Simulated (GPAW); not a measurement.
Runs of GPAW 26.7.0 on SnSe2. The structure is trigonal, space group P-3m1 (No. 164). The conventional cell has a = 3.811 Å, b = 3.811 Å, c = 6.136 Å, α = 90.00°, β = 90.00°, γ = 120.00°. Around Sn (site symmetry -3m) lie 6 Se at 2.68 Å. Se (site symmetry 3m) is surrounded by 3 Sn at 2.68 Å. 

```csv
task,level,potentials or basis,k mesh,cutoff (eV),smearing,maxiter,exx fraction,valence bands,conduction bands,integrate gamma,other keys,mesh quality,gap on the mesh (eV),pressure (GPa),largest force (eV/Å)
hybrid scf,TPSSh+D4,"GPAW PAW data sets (gpaw-data 1.2.1), pw",4 × 4 × 2,450,fermi-dirac 0.001 eV,40,0.1,-,-,-,-,coarse,(a),-,-
single point,PBE,"GPAW PAW data sets (gpaw-data 1.2.1), pw",7 × 7 × 4,450,fermi-dirac 0.01 eV,150,-,-,-,-,-,not flagged,0.82,4.6,(b)
wannier90,revPBE,"the program's PAW data sets (release 1.2.1) made for this functional, pw",8 × 8 × 5,600,fermi-dirac 0.05 eV,80,-,-,-,-,"several, not listed",not flagged,0.87,6.7,0.79
wannier90,AM05,"PAW data sets generated in the run's folder for this functional, pw",8 × 8 × 5,600,fermi-dirac 0.05 eV,150,-,-,-,-,-,not flagged,0.79,2.6,(c)
```

Alike in all rows: no spin polarisation; cell as given.

Estimate the missing entries.

(a) 1.49; (b) 0.76; (c) 0.48.

Caveats: some runs use coarse meshes; spin-orbit coupling is left out, which moves the levels of the heavy elements; this functional lacks dispersion, which binds the layers, so the pressure and a relaxed spacing across them are unreliable (some runs); exact exchange converges slowly with the k mesh, and this mesh is small (some runs); the scaled meta-GGA exchange is a class typed in the script (some runs); the PAW data sets were made with another functional, which shifts forces and pressure a little (some runs); the cutoff is short for stress and forces, so pressures can be off by a GPa or more (some runs); an odd mesh through Γ misses points on the zone boundary, where band edges often lie (some runs).

A k mesh can miss the band edges, and the runs leave out spin-orbit coupling on Se, Sn.
